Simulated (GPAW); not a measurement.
# FeO (Wuestite) in GPAW: convergence with response cutoff (eV)

Crystal: FeO (Wuestite).

```
Fe O
1.0
     0.00000    2.15540    2.15540
     2.15540    0.00000    2.15540
     2.15540    2.15540    0.00000
Fe O
1 1
Direct
  0.00000 0.00000 0.00000
  0.50000 0.50000 0.50000
```

* Program: GPAW 26.7.0
* Task: magnons
* Functional: LDA
* Potentials or basis: the program's PAW data sets (release 1.2.1) made for this functional
* Cutoff: 600 eV
* Basis: pw
* k mesh: 9 × 9 × 9
* Occupations: fermi-dirac, width 0.05 eV
* Spin: collinear spin, ferromagnetic start
* Starting moments: [4.0, 0.0] μB

These are the settings of the first run; the series varies response cutoff (eV), with any setting tied to it.

Hardware: 1 thread of Intel(R) Xeon(R) 6975P-C (Granite Rapids), on a shared host.

| response cutoff (eV) | energy less the tightest run, at zero smearing (meV/atom) | SCF cycles | CPU time (s) | peak memory (GiB) |
| --- | --- | --- | --- | --- |
| 40 | 0.00 | 10 | 77 | 0.34 |
| 60 | 0.00 | 10 | 70 | 0.34 |
| 100 | 0.00 | 10 | 69 | 0.34 |
| 150 | 0.00 | 10 | 72 | 0.35 |
| 200 | 0.00 | 10 | 79 | 0.35 |
| 300 | 0.00 | 10 | 92 | 0.38 |
| 400 | 0.00 | 10 | 110 | 0.44 |

Against the tightest run, the energy stays within 1 meV/atom from 40 on. The tightest run that finished is the yardstick and may itself not be fully converged.

Caveat, for the tightest run too: the number of bands moves the energies at small q by some ten meV; the exchange constants hang on this mesh and on the site radius; magnon energies are noisy on this mesh; a cell with one magnetic atom can't hold antiferromagnetic order, which such compounds often take.
